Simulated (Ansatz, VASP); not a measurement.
One calculation of NaCl, two programs

The input INCAR:

```
  PREC = Accurate
  ENCUT = 520
  EDIFF = 1E-6
  ISMEAR = 0
  SIGMA = 0.02
  LREAL = False
  LASPH = True
  NELM = 100
  ALGO = Normal
  ISIF = 2
  LWAVE = False
  LCHARG = False
  NBANDS = 14
```

The input KPOINTS:

```
Automatic mesh
0
Gamma
  6 6 6
```

POSCAR

```
NaCl
1.0
    3.3830454962      0.0000000000      0.0000000000
    0.0000000000      3.3830454962      0.0000000000
    0.0000000000      0.0000000000      3.3830454962
Na Cl
1 1
Direct
    0.0000000000      0.0000000000      0.0000000000
    0.5000000000      0.5000000000      0.5000000000
```

Input for Ansatz:

```yaml
crystal:
  lattice:
    - [3.3830454962, 0.0, 0.0]
    - [0.0, 3.3830454962, 0.0]
    - [0.0, 0.0, 3.3830454962]
  atoms:
    - { symbol: Na, position: [0.0, 0.0, 0.0] }
    - { symbol: Cl, position: [0.5, 0.5, 0.5] }
basis:
  ecutwfc: 420
kpoints:
  mp_grid: { grid: [6, 6, 6] }
hamiltonian:
  xc: lda
scf:
  occupations: { method: gaussian, width: 0.02 }
output:
  forces: true
  stress: true
  eigenvalues: true
  populations: true
```

Alike in both runs: task single point; functional LDA; k mesh 6 × 6 × 6; occupations gaussian, width 0.02 eV; no spin polarisation.

|  | VASP | Ansatz |
| --- | --- | --- |
| version | VASP 6.6.1 | Ansatz 0.2.0 |
| potentials or method | VASP PAW LDA potentials, release 64 (Na_pv, Cl) | scalar-relativistic, plane waves, PAW |
| plane-wave cutoff (eV) | 520 | 420 |
| valence electrons in the cell | 14 | 16 |

```csv
,VASP,Ansatz,Ansatz less VASP
gap on the k mesh at the Fermi level (eV),3.97,3.96,-0.008
least direct gap on the mesh (eV),4.57,4.56,-0.008
pressure (GPa),-0.4,-0.4,0.00
```

The two sets of potentials don't hold the same shells in valence.

A k mesh can miss the band edges.
